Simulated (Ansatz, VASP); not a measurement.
Two plane-wave programs on MgTe

```
CELL_PARAMETERS angstrom
4.54000 0.00000 0.00000
-2.27000 3.93176 0.00000
0.00000 0.00000 7.39500
ATOMIC_POSITIONS crystal
Mg 0.33333 0.66667 0.00000
Mg 0.66667 0.33333 0.50000
Te 0.33333 0.66667 0.37000
Te 0.66667 0.33333 0.87000
```

Alike in both runs: task single point; functional PBEsol; k mesh 6 × 6 × 4; occupations gaussian, width 0.1 eV; no spin polarisation.

|  | VASP | Ansatz |
| --- | --- | --- |
| version | VASP 6.6.1 | Ansatz 0.2.0 |
| potentials or method | VASP PAW PBE potentials, release 64 (Mg, Te) | scalar-relativistic, plane waves, PAW |
| plane-wave cutoff (eV) | 520 | 420 |
| valence electrons in the cell | 16 | 52 |

Ansatz gave:

* gap on the k mesh at the Fermi level (eV): 2.42
* least direct gap on the mesh (eV): 2.42
* pressure (GPa): 0.5
* largest component of the traceless stress (GPa): 0.73
* rms of the force components (eV/Å): 0.124

Question: Which values does VASP return?

Answer: gap on the k mesh at the Fermi level (eV): 2.42; least direct gap on the mesh (eV): 2.42; pressure (GPa): 0.5; largest component of the traceless stress (GPa): 0.74; rms of the force components (eV/Å): 0.125.

Atom by atom the forces differ by 0.001 eV/Å (rms over components). The functional is the same, so the differences come from potentials, cutoffs and numerics. The two sets of potentials don't hold the same shells in valence.

Caveats: the PAW data sets were made with another functional, which shifts forces and pressure a little (VASP); spin-orbit coupling is left out, which moves the levels of the heavy elements. PBEsol gaps usually lie below the measured ones, often by a third to a half.
